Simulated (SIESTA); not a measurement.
The system is ZrB2.

```xyz
3
Lattice="3.1700 0.0000 0.0000 -1.5850 2.7453 0.0000 0.0000 0.0000 3.5330" Properties=species:S:1:pos:R:3 pbc="T T T"
Zr    0.0000    0.0000    0.0000
B     1.5850    0.9151    1.7665
B     0.0000    1.8302    1.7665
```

| Item | Value |
| --- | --- |
| Program | SIESTA 5.4.2 |
| Task | single point |
| Functional | PBEsol |
| Potentials or basis | PseudoDojo 0.4 standard (PBEsol files) |
| Basis | DZP (energy shift 0.003 Ry; two zetas on semicore shells) |
| Grid cutoff | 800 Ry |
| Energy shift | 0.003 Ry |
| k mesh | 10 × 10 × 8 |
| Occupations | fermi-dirac, width 0.05 eV |
| Spin | no spin polarisation |

On this cell: pressure -2.8 GPa; largest force under 0.003 eV/Å; band gap on the k mesh none (metal or under the smearing width).

The same run follows on a disturbed copy (atoms moved at random, drawn with an rms of 0.05 Å):

```
Zr B
1.0
     3.17000    0.00000    0.00000
    -1.58500    2.74530    0.00000
     0.00000    0.00000    3.53300
Zr B
1 2
Direct
  0.00055 0.02110 0.99126
  0.65467 0.33004 0.49578
  0.34214 0.66506 0.51411
```

Question: What does the disturbed cell give?

Answer: The energy (extrapolated to zero smearing) moves by +28.9 meV/atom; pressure -1.7 GPa; largest force 1.288 eV/Å; band gap on the k mesh none (metal or under the smearing width).

Forces on the atoms (eV/Å):
```
Zr   0.375 -0.840  0.701
B    0.597  0.395  0.018
B   -0.972  0.444 -0.719
```

Stress tensor (GPa, compression positive):
```
-0.38 -0.01  0.45
-0.01 -0.54 -0.76
 0.45 -0.76 -4.30
```

Caveats: the basis of atomic orbitals isn't converged, which shifts pressures, moduli and gaps.
